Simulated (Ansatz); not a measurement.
## Na in Ansatz: the effect of functional

Na:

```
Na
1.0
     3.70038    0.00000    0.00000
    -1.85019    3.20463    0.00000
     0.00000    0.00000   12.53732
Na
4
Cartesian
  1.8502 1.0682 9.4030
  0.0000 0.0000 6.2687
  0.0000 2.1364 3.1343
  0.0000 0.0000 0.0000
```

This isn't the form of Na at room conditions, which is bcc.

Alike in all runs:

```yaml
Program: Ansatz 0.2.0
Task: projected density of states
Potentials_or_basis: Ansatz PAW
k_mesh: 5 × 5 × 2
Occupations: fermi-dirac, width 0.05 eV
Spin: no spin polarisation
```

Task: One run gave: pressure -0.9 GPa. Which functional did it use?
A. PBE0
B. LDA
C. PBEsol
D. r2SCAN0
E. r2SCAN

Result: B.

```csv
functional,cutoff,pressure (GPa)
LDA,420 eV (not typed: the program's choice for these potentials),-0.9
PBEsol,420 eV (not typed: the program's choice for these potentials),-0.2
r2SCAN,500 eV (not typed: the program's choice for these potentials),0.1
HSE06,420 eV (not typed: the program's choice for these potentials),0.0
PBE0,420 eV (not typed: the program's choice for these potentials),0.0
r2SCAN0,500 eV (not typed: the program's choice for these potentials),0.1
```

Caveats: all runs use coarse meshes; the PAW data sets come from PBE, with cores solved anew for the run's functional, which leaves a small shift of forces and pressure; the density of states is complete only up to the lowest level of the last band computed; the thresholds are loose for stress (some runs).
